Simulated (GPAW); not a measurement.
FeO: single point with LDA

FeO:

```
Fe O
1.0
     1.51768    0.87623    2.51579
    -1.51768    0.87623    2.51579
     0.00000   -1.75247    2.51579
Fe O
1 1
Direct
  0.00000 0.00000 0.00000
  0.50000 0.50000 0.50000
```

```
Program             : GPAW 26.7.0
Task                : single point
Functional          : LDA
Potentials or basis : the program's PAW data sets (release 1.2.1) made for this functional
Cutoff              : 600 eV
Basis               : pw
k mesh              : 9 × 9 × 9
Occupations         : fermi-dirac, width 0.05 eV
Spin                : collinear spin, ferromagnetic start
Starting moments    : [4.0, 0.0] μB
Maxiter             : 120
Convergence         : default
```

```yaml
Pressure: -20.2 GPa
Band_gap_on_the_k_mesh: none (metal or under the smearing width)
Net_moment: 4.00 μB per cell
Site_moments: Fe +3.51; O +0.24 μB
```

Stress tensor (GPa, compression positive):
```
-19.77   0.00   0.00
  0.00 -19.77   0.00
  0.00   0.00 -20.91
```

Levels at points of the mesh, in eV from the Fermi level:
Spin up:
| k point | band 6 | band 7 | band 8 | band 9 | band 10 | band 11 | band 12 | band 13 |
| --- | --- | --- | --- | --- | --- | --- | --- | --- |
| (0.00, 0.00, 0.00) | -3.68 | -3.68 | -3.43 | -3.43 | 0.05 | 6.62 | 6.65 | 6.65 |
Spin down:
```csv
k point,band 1,band 2,band 3,band 4,band 5,band 6,band 7,band 8,band 9,band 10
"(0.00, 0.00, 0.00)",-19.91,-3.30,-3.20,-3.20,-0.78,-0.69,-0.69,0.02,0.02,0.86
```

Wall time 51 s on 1 thread of Arm Neoverse V1, on a shared host, peak memory 0.17 GiB.

Caveat: the cutoff is short for stress and forces, so pressures can be off by a GPa or more; so large a pressure means that the cell lies far from this level's equilibrium, or that cutoff or potentials fall short; a cell with one magnetic atom can't hold antiferromagnetic order, which such compounds often take; semilocal functionals often make such compounds metallic where correlation or magnetic order opens a gap, which also shifts bond lengths. With open d or f shells a metallic result of LDA can be an artefact of self-interaction; +U or a hybrid may open a gap.
